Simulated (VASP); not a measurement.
# Mg12O (a cell with a defect) in VASP: a series of runs, part 2 of 2

VASP 6.6.1.

## Step 3: Relaxation of the atoms, PBE

File INCAR:

```
PREC = Accurate
ENCUT = 520
EDIFF = 1E-6
ISMEAR = -1
SIGMA = 0.15
LREAL = F
LASPH = T
NELM = 100
ALGO = Normal
ISIF = 2
LWAVE = F
LCHARG = F
GGA = PE
IBRION = 2
NSW = 45
EDIFFG = -0.08
```

File KPOINTS:

```
regular mesh
0
Gamma
  3 2 3
```

File POSCAR:

```
Mg12O
1.0
    6.4200000000      0.0000000000      0.0000000000
   -4.8150000000      8.3398250000      0.0000000000
    0.0000000000      0.0000000000      5.2130400000
Mg O
12 1
Direct
    0.0000000000      0.0000000000      0.0000000000
    0.1666667000      0.2222222000      0.5000000000
    0.0000000000      0.3333333000      0.0000000000
    0.1666667000      0.5555556000      0.5000000000
    0.0000000000      0.6666667000      0.0000000000
    0.1666667000      0.8888889000      0.5000000000
    0.5000000000      0.0000000000      0.0000000000
    0.6666667000      0.2222222000      0.5000000000
    0.5000000000      0.3333333000      0.0000000000
    0.6666667000      0.5555556000      0.5000000000
    0.5000000000      0.6666667000      0.0000000000
    0.6666667000      0.8888889000      0.5000000000
    0.3263353000      0.7725479000      0.7491593000
```

Potentials or basis: VASP PAW PBE potentials, release 64 (Mg, O).

Launch:

```console
> cat potpaw_PBE.64/Mg/POTCAR potpaw_PBE.64/O/POTCAR > POTCAR
> mpirun -np 1 vasp_std > vasp.out
```

OUTCAR:

```text
PREC = Accurate
   ENCUT = 520
   EDIFF = 1E-6
   ISMEAR = -1
   LREAL = F
   LASPH = T
   NELM = 100
   ISIF = 2
   GGA = PE
   IBRION = 2
   NSW = 45
   EDIFFG = -0.08

 ion  position               nearest neighbor table
   1  0.000  0.000  0.000-  12 3.20  12 3.20   2 3.20   2 3.20   6 3.20   6 3.20   5 3.21   3 3.21
                             9 3.21  11 3.21   7 3.21   7 3.21
   2  0.167  0.222  0.500-   9 3.20   9 3.20   1 3.20   1 3.20   3 3.20   3 3.20   6 3.21  12 3.21
                             8 3.21   8 3.21  10 3.21   4 3.21
   3  0.000  0.333  0.000-   8 3.20   8 3.20   2 3.20   2 3.20   4 3.20   4 3.20   1 3.21   7 3.21
                             9 3.21   9 3.21  11 3.21   5 3.21
   4  0.167  0.556  0.500-  13 2.23  11 3.20  11 3.20   5 3.20   5 3.20   3 3.20   3 3.20   6 3.21
                            12 3.21  10 3.21  10 3.21   8 3.21   2 3.21
   5  0.000  0.667  0.000-  13 2.24  10 3.20  10 3.20   6 3.20   6 3.20   4 3.20   4 3.20   1 3.21
                             7 3.21  11 3.21  11 3.21   9 3.21   3 3.21
   6  0.167  0.889  0.500-  13 2.27   7 3.20   7 3.20   5 3.20   5 3.20   1 3.20   1 3.20   2 3.21
                             4 3.21   8 3.21  10 3.21  12 3.21  12 3.21
   7  0.500  0.000  0.000-  13 2.30   6 3.20   6 3.20   8 3.20   8 3.20  12 3.20  12 3.20  11 3.21
                             9 3.21   3 3.21   5 3.21   1 3.21   1 3.21
   8  0.667  0.222  0.500-   3 3.20   3 3.20   7 3.20   7 3.20   9 3.20   9 3.20  12 3.21   6 3.21
                             2 3.21   2 3.21   4 3.21  10 3.21
   9  0.500  0.333  0.000-   2 3.20   2 3.20   8 3.20   8 3.20  10 3.20  10 3.20   7 3.21   1 3.21
                             3 3.21   3 3.21   5 3.21  11 3.21
  10  0.667  0.556  0.500-   5 3.20   5 3.20  11 3.20  11 3.20   9 3.20   9 3.20  12 3.21   6 3.21
                             4 3.21   4 3.21   2 3.21   8 3.21
  11  0.500  0.667  0.000-  13 2.26   4 3.20   4 3.20  12 3.20  12 3.20  10 3.20  10 3.20   7 3.21
                             1 3.21   5 3.21   5 3.21   3 3.21   9 3.21
  12  0.667  0.889  0.500-  13 2.30   1 3.20   1 3.20  11 3.20  11 3.20   7 3.20   7 3.20  10 3.21
                             8 3.21   2 3.21   4 3.21   6 3.21   6 3.21
  13  0.326  0.773  0.749-   4 2.23   5 2.24  11 2.26   6 2.27  12 2.30   7 2.30

  LATTYP: Found a simple monoclinic cell.
 ALAT       =     6.4200000000
 B/A-ratio  =     0.8120000000
 C/A-ratio  =     1.3228757108
 COS(beta)  =    -0.1889822286

  Lattice vectors:

 A1 = (   6.4200000000,   0.0000000000,   0.0000000000)
 A2 = (   0.0000000000,   0.0000000000,   5.2130400000)
 A3 = (  -1.6050000000,  -8.3398250000,   0.0000000000)

Analysis of symmetry for initial positions (statically):
=====================================================================
 Subroutine PRICEL returns:
 Original cell was already a primitive cell.

 Routine SETGRP: Setting up the symmetry group for a
 simple monoclinic supercell.

 Subroutine GETGRP returns: Found  1 space group operations
 (whereof  1 operations were pure point group operations)
 out of a pool of  4 trial point group operations.

The static configuration has the point symmetry C_1 .

Analysis of symmetry for dynamics (positions and initial velocities):
=====================================================================
 Subroutine PRICEL returns:
 Original cell was already a primitive cell.

 Routine SETGRP: Setting up the symmetry group for a
 simple monoclinic supercell.

 Subroutine GETGRP returns: Found  1 space group operations
 (whereof  1 operations were pure point group operations)
 out of a pool of  4 trial point group operations.

The dynamic configuration has the point symmetry C_1 .

 Subroutine INISYM returns: Found  1 space group operations
 (whereof  1 operations are pure point group operations),
 and found     1 'primitive' translations

[... 92 lines left out ...]
  0.000000  0.000000  0.000000      1.000000
  0.333333  0.000000  0.000000      2.000000
  0.000000  0.500000  0.000000      1.000000
  0.333333  0.500000  0.000000      2.000000
  0.000000  0.000000  0.333333      2.000000
  0.333333  0.000000  0.333333      2.000000
 -0.333333  0.000000  0.333333      2.000000
  0.000000  0.500000  0.333333      2.000000
  0.333333  0.500000  0.333333      2.000000
 -0.333333  0.500000  0.333333      2.000000
   k-points           NKPTS =     10   k-points in BZ     NKDIM =     10   number of bands    NBANDS=     22
   number of dos      NEDOS =    301   number of ions     NIONS =     13
   total plane-waves  NPLWV = 138240
   dimension x,y,z NGX =    48 NGY =   72 NGZ =   40
   dimension x,y,z NGXF=    96 NGYF=  144 NGZF=   80
   ions per type =              12   1
   NGX,Y,Z   is equivalent  to a cutoff of  12.43, 12.43, 12.76 a.u.
   NGXF,Y,Z  is equivalent  to a cutoff of  24.86, 24.86, 25.51 a.u.
 SYSTEM =  unknown system
   PREC   = accura    normal or accurate (medium, high low for compatibility)
   ISTART =      0    job   : 0-new  1-cont  2-samecut
   ICHARG =      2    charge: 1-file 2-atom 10-const
   ISPIN  =      1    spin polarized calculation?
   LNONCOLLINEAR =      F non collinear calculations
   LSORBIT =      F    spin-orbit coupling
   LASPH  =      T    aspherical Exc in radial PAW
   ENCUT  =  520.0 eV  38.22 Ry    6.18 a.u.  11.94 17.91  9.69*2*pi/ulx,y,z
   NELM   =    100;   NELMIN=  2; NELMDL= -5     # of ELM steps
   EDIFF  = 0.1E-05   stopping-criterion for ELM
   LREAL  =      F    real-space projection
   EDIFFG = -.8E-01   stopping-criterion for IOM
   NSW    =     45    number of steps for IOM
   IBRION =      2    ionic relax: 0-MD 1-quasi-New 2-CG
   NFREE  =      1    steps in history (QN), initial steepest desc. (CG)
   ISIF   =      2    stress and relaxation
   ISYM   =      2    0-nonsym 1-usesym 2-fastsym
   POTIM  = 0.5000    time-step for ionic-motion
   TEBEG  =    0.0;   TEEND  =   0.0 temperature during run
   PSTRESS=    0.0 pullay stress
   NELECT =      30.0000    total number of electrons
   NUPDOWN=      -1.0000    fix difference up-down
   EMIN   =  10.00;   EMAX   =-10.00  energy-range for DOS
   EFERMI =   0.00;   METHOD = LEGACY
   ISMEAR =    -1;   SIGMA  =   0.15  broadening in eV -4-tet -1-fermi 0-gaus
   EFERMI_NEDOS =   21; number of points for ismear=-14 and -15
   IALGO  =     38    algorithm
   IMIX   =      4    mixing-type and parameters
     AMIX     =   0.40;   BMIX     =  1.00
     AMIX_MAG =   1.60;   BMIX_MAG =  1.00
  volume/ion in A,a.u.               =      21.47       144.89
  Fermi-wavevector in a.u.,A,eV,Ry     =   0.778373  1.470911  8.243280  0.605864
  Thomas-Fermi vector in A             =   1.881255
   LORBIT       =      0    0 simple, 1 ext, 2 COOP (PROOUT), +10 PAW based schemes
   GGA     = PE    functional components
   LHFCALC =     F    Hartree Fock is set to
   AEXX    =    0.0000 exact exchange contribution
   IVDW    =     0    specifies the selected vdW correction
   LEPSILON=     F    determine dielectric tensor
   LRPA    =     F    only Hartree local field effects (RPA)
 conjugate gradient relaxation of ions
 non-spin polarized calculation
  energy-cutoff  :      520.00
  volume of cell :      279.11
 maximum number of plane-waves:      7549
   NGX = 23   NGY = 35   NGZ = 19

--------------------------------------- Ionic step        1  -------------------------------------------

 number of electron      30.0000001 magnetization

 Free energy of the ion-electron system (eV)
  ---------------------------------------------------
  ext. energy  EPLUGINS =         0.00000000
  ---------------------------------------------------
  free energy    TOTEN  =       -26.87949487 eV

  energy without entropy =      -26.44320575  energy(sigma->0) =      -26.66135031

------------------------ aborting loop because EDIFF is reached ----------------------------------------

  FORCE on cell =-STRESS in cart. coord.  units (eV):
  Direction    XX          YY          ZZ          XY          YZ          ZX
  --------------------------------------------------------------------------------------
  -------------------------------------------------------------------------------------
  Total       -3.4764582     -3.1497625      0.2203127      0.0107326     -0.0624188     -0.0368492
  in kB      -19.9555902    -18.0802890      1.2646404      0.0616072     -0.3582966     -0.2115223
  external PRESSURE =     -12.2570796 kB  Pullay stress =       0.0000000 kB
[... 222 lines left out ...]
--------------------------------------- Ionic step        6  -------------------------------------------

 number of electron      30.0000001 magnetization

 Free energy of the ion-electron system (eV)
  ---------------------------------------------------
  ext. energy  EPLUGINS =         0.00000000
  ---------------------------------------------------
  free energy    TOTEN  =       -26.97483792 eV

  energy without entropy =      -26.54942677  energy(sigma->0) =      -26.76213234

 E-fermi :   2.8085     XC(G=0):  -8.5887

 val. band max:        2.7372219949   @ k =   0.3333   0.0000   0.0000
 cond. band min:       2.8106023485   @ k =   0.3333   0.5000   0.0000
 fundamental gap:      0.0733803537
 Fermi energy:         2.8085394654

 k-point     1 :       0.0000    0.0000    0.0000
  band No.  band energies     occupation
      1     -16.4239      2.00000
      2      -3.8167      2.00000
      3      -3.2232      2.00000
      4      -2.9688      2.00000
      5      -2.6834      2.00000
      6      -1.5694      2.00000
[... 279 lines left out ...]
  FREE ENERGIE OF THE ION-ELECTRON SYSTEM (eV)
  ---------------------------------------------------
  free  energy   TOTEN  =       -26.9748379154 eV

  energy  without entropy=      -26.5494267719  energy(sigma->0) =      -26.76213234

 reached required accuracy - stopping structural energy minimisation
```

Run time: 2.9 min. Hardware: 1 thread of Intel Xeon 6975P-C (Granite Rapids), shared host; peak memory 0.4 GiB.

What came out:

```
Free energy                  : -26.9748 eV
Energy gained by relaxing    : 7.3 meV/atom
Ionic steps                  : 6
Pressure after relaxing      : -0.9 GPa
Largest force after relaxing : 0.044 eV/Å
Band gap on the k mesh       : none (metal or under the smearing width)
```

Forces on the atoms (eV/Å):
```
Mg   0.009 -0.003  0.020
Mg  -0.005 -0.017  0.031
Mg  -0.009 -0.002 -0.012
Mg   0.000  0.002  0.017
Mg  -0.016 -0.018 -0.038
Mg  -0.025 -0.006  0.015
Mg  -0.005  0.016  0.005
Mg   0.003  0.002  0.003
Mg   0.006  0.003 -0.030
Mg  -0.005  0.002 -0.013
Mg   0.016 -0.004 -0.018
Mg   0.026  0.015  0.018
O    0.004  0.010  0.002
```

The path:
| step | energy change (eV) | largest force (eV/Å) | pressure (GPa) |
| --- | --- | --- | --- |
| 1 | 0.0000 | 0.4125 | -1.23 |
| 2 | -0.0459 | 0.2857 | -1.14 |
| 3 | -0.0873 | 0.1146 | -0.83 |
| 4 | -0.0876 | 0.1187 | -0.87 |
| 5 | -0.0910 | 0.0910 | -0.87 |
| 6 | -0.0953 | 0.0444 | -0.90 |

Final structure:
```yaml
crystal:
  lattice:
    - [6.42000, 0.00000, 0.00000]
    - [-4.81500, 8.33982, 0.00000]
    - [0.00000, 0.00000, 5.21304]
  atoms:
    - { symbol: Mg, position: [0.00596, 0.00621, 0.00524] }
    - { symbol: Mg, position: [0.17015, 0.22254, 0.50360] }
    - { symbol: Mg, position: [0.99991, 0.32912, 0.99897] }
    - { symbol: Mg, position: [0.17202, 0.56155, 0.50386] }
    - { symbol: Mg, position: [0.00873, 0.66889, 0.99442] }
    - { symbol: Mg, position: [0.17221, 0.88643, 0.50349] }
    - { symbol: Mg, position: [0.49298, 0.99246, 0.99501] }
    - { symbol: Mg, position: [0.66631, 0.22558, 0.50210] }
    - { symbol: Mg, position: [0.49639, 0.33301, 0.99621] }
    - { symbol: Mg, position: [0.65961, 0.54884, 0.49398] }
    - { symbol: Mg, position: [0.49390, 0.66869, 0.99623] }
    - { symbol: Mg, position: [0.65638, 0.88595, 0.50626] }
    - { symbol: O, position: [0.33178, 0.77662, 0.74977] }
```

Levels at points of the mesh, in eV from the Fermi level:
```tsv
k point	band 12	band 13	band 14	band 15	band 16	band 17	band 18	band 19
(0.00, 0.00, 0.00)	-1.26	-0.85	-0.09	0.22	0.52	0.61	0.93	1.16
(0.00, 0.50, 0.00)	-1.38	-0.94	-0.73	-0.60	0.06	0.37	0.40	1.98
```

Caveat: the k mesh is coarse (spacing up to 0.40 Å⁻¹), so the values aren't converged; the relaxation stopped at a loose force limit of 0.08 eV/Å, so its end isn't a converged minimum.
